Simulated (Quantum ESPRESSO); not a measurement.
The system is S.

```
S
1.0
     5.67805    0.00000    0.00000
     0.00000    5.67805    0.00000
     0.00000    0.00000    2.94962
S
4
Direct
  0.61661 0.38339 0.00000
  0.38339 0.61661 0.00000
  0.11661 0.11661 0.50000
  0.88339 0.88339 0.50000
```

This isn't the form of S at room conditions, which is orthorhombic, of S8 rings.

- Program: Quantum ESPRESSO 7.5
- Task: single point
- Functional: PBE
- Potentials or basis: SSSP 1.3 efficiency PBE
- Cutoff: 748 eV
- Density cutoff: 5987 eV
- k mesh: 5 × 5 × 9
- Occupations: fermi-dirac, width 0.05 eV
- Spin: no spin polarisation

On this cell: pressure 2.6 GPa; largest force 0.841 eV/Å; band gap on the k mesh none (metal or under the smearing width).

The same run follows on a disturbed copy (atoms moved at random, drawn with an rms of 0.05 Å):

```xyz
4
Lattice="5.6781 0.0000 0.0000 0.0000 5.6781 0.0000 0.0000 0.0000 2.9496" Properties=species:S:1:pos:R:3 pbc="T T T"
S     3.5211    2.1246    0.0212
S     2.1597    3.5509   -0.0247
S     0.6619    0.6451    1.4456
S     5.0310    5.0401    1.5082
```

**Question.** What does the disturbed cell give?

**Answer.** The energy (extrapolated to zero smearing) moves by +29.9 meV/atom; pressure 1.3 GPa; largest force 2.212 eV/Å; band gap on the k mesh none (metal or under the smearing width).

Forces in eV/Å, atoms in the order of the input:
```
S   -1.139  1.247 -0.123
S    1.144 -1.243  0.121
S    1.552  1.565  0.085
S   -1.557 -1.569 -0.083
```

Stress tensor (GPa, compression positive):
```
 1.70  6.05 -0.10
 6.05  1.27  0.56
-0.10  0.56  1.07
```
